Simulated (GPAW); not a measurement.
Runs of GPAW 26.7.0 on CdSe. The structure is cubic, space group F-43m (No. 216). The conventional cell has a = 6.141 Å, b = 6.141 Å, c = 6.141 Å, α = 90.00°, β = 90.00°, γ = 90.00°. Cd (site symmetry -43m) has 4 Se at 2.66 Å as nearest neighbours. Se (site symmetry -43m) has 4 Cd at 2.66 Å as nearest neighbours. Measurements of this composition are mostly on another form, of space group No. 186.

```csv
task,level,potentials or basis,spin,k mesh,cutoff (eV),maxiter,band path,band points,spin axis theta (degrees),spin axis phi (degrees),mesh quality,gap on the mesh (eV),pressure (GPa)
band structure,LDA,"PAW data sets generated in the run's folder for this functional, pw",off,6 × 6 × 6,600,150,"GXWKGLUWLK,UX",80,-,-,not flagged,0.27,-3.4
band structure,WC,"PAW data sets generated in the run's folder for this functional, pw","SOC, no magnetisation",6 × 6 × 6,600,150,"GXWKGLUWLK,UX",60,54.7,45,not flagged,0.26,(b)
single point,BHandHLYP,"GPAW PAW data sets (gpaw-data 1.2.1), pw",off,4 × 4 × 4,450,60,-,-,-,-,coarse,3.75,-
band structure,OLYP,"PAW data sets generated in the run's folder for this functional, pw","SOC, no magnetisation",6 × 6 × 6,600,150,"GXWKGLUWLK,UX",60,54.7,45,not flagged,0.89,2.9
band structure,SOGGA,"PAW data sets generated in the run's folder for this functional, pw","SOC, no magnetisation",6 × 6 × 6,600,150,"GXWKGLUWLK,UX",60,90,45,not flagged,(a),-1.7
band structure,PBE,"JTH PAW 2.0, PBE, pw",off,6 × 6 × 6,600,150,"GXWKGLUWLK,UX",60,-,-,not flagged,(c),2.3
```

Alike in all rows: cell as given; smearing fermi-dirac 0.05 eV.

Question: Fill in the values left out.

Answer: (a) 0.28; (b) -1.5; (c) 0.55.

Caveats: some runs use coarse meshes; spin-orbit coupling was added after a scalar SCF, so levels and gaps hold it while energy, forces, pressure and moments don't (some runs); this program's spin-orbit splittings come out too wide for heavy elements (some runs); exact exchange converges slowly with the k mesh, and this mesh is small (some runs); the PAW data sets were made with another functional, which shifts forces and pressure a little (some runs); the program truncates these outside data sets (some runs).

A k mesh can miss the band edges, and rows without SOC leave out spin-orbit coupling on Cd, Se.
